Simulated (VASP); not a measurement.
**NbP: relaxation of cell and atoms with PBE**

Crystal: NbP.

```
Nb P
1.0
    -1.67492    1.67492    5.74011
     1.67492   -1.67492    5.74011
     1.67492    1.67492   -5.74011
Nb P
2 2
Cartesian
  0.0000 0.0000 8.6088
  1.6749 0.0000 5.7387
  0.0000 0.0000 3.8200
  1.6749 0.0000 0.9500
```

The cell is a database's computed one.

```json
{"Program": "VASP 6.6.1", "Task": "relaxation of cell and atoms", "Functional": "PBE", "Potentials or basis": "VASP PAW PBE potentials, release 64 (Nb_sv, P)", "Cutoff": "520 eV", "k mesh": "18 × 18 × 18", "Occupations": "gaussian, width 0.3 eV", "Spin": "no spin polarisation", "Further INCAR settings": "ALGO = Normal; EDIFF = 1e-07; IBRION = 2; EDIFFG = -0.002; NSW = 80; ISIF = 3"}
```

```
Relaxed volume                         : 15.97 Å³/atom
Relaxed cell                           : a = 6.182 Å, b = 6.182 Å, c = 6.182 Å, α = 148.61°, β = 148.61°, γ = 44.98°
Space group after relaxing (to 0.05 Å) : I4_1md (No. 109)
Energy gained by relaxing              : 0.6 meV/atom
Ionic steps                            : 7
Pressure after relaxing                : 0.0 GPa
Band gap on the k mesh                 : none (metal or under the smearing width)
```

Step by step:
| step | energy change (eV) | largest force (eV/Å) | pressure (GPa) | volume (Å³) |
| --- | --- | --- | --- | --- |
| 1 | 0.0000 | 0.0092 | -1.45 | 64.41 |
| 2 | 0.0043 | 0.0157 | 2.59 | 63.07 |
| 3 | -0.0023 | 0.0114 | 0.02 | 63.91 |
| 4 | -0.0025 | 0.0116 | 0.01 | 63.90 |
| 5 | -0.0025 | 0.0117 | 0.00 | 63.89 |
| 6 | -0.0025 | 0.0024 | 0.00 | 63.89 |
| 7 | -0.0025 | 0.0000 | 0.00 | 63.89 |

Final structure:
```
Nb P
1.0
    -1.67226    1.67226    5.71203
     1.67226   -1.67226    5.71203
     1.67226    1.67226   -5.71203
Nb P
2 2
Cartesian
  0.0000 0.0000 8.5681
  0.0000 1.6723 0.0001
  0.0000 0.0000 3.7999
  1.6723 0.0000 0.9439
```

Levels at points of the mesh, in eV from the Fermi level:
| k point | band 15 | band 16 | band 17 | band 18 | band 19 | band 20 | band 21 | band 22 |
| --- | --- | --- | --- | --- | --- | --- | --- | --- |
| (0.00, 0.00, 0.00) | -2.14 | -1.71 | -1.37 | -1.37 | 0.82 | 1.60 | 2.68 | 3.15 |
| (0.50, 0.00, 0.00) | -2.33 | -1.87 | -1.52 | -0.11 | 0.07 | 1.32 | 2.47 | 2.65 |
| (0.50, 0.50, 0.00) | -2.85 | -2.85 | -0.44 | -0.44 | 2.98 | 2.98 | 3.08 | 3.08 |
| (0.50, 0.50, 0.50) | -2.68 | -2.68 | -0.54 | -0.54 | 1.19 | 1.19 | 2.33 | 2.33 |

Run time: 53 min on 1 thread of Intel(R) Xeon(R) Platinum 8559C (Emerald Rapids), on a shared host, peak memory 0.81 GiB.
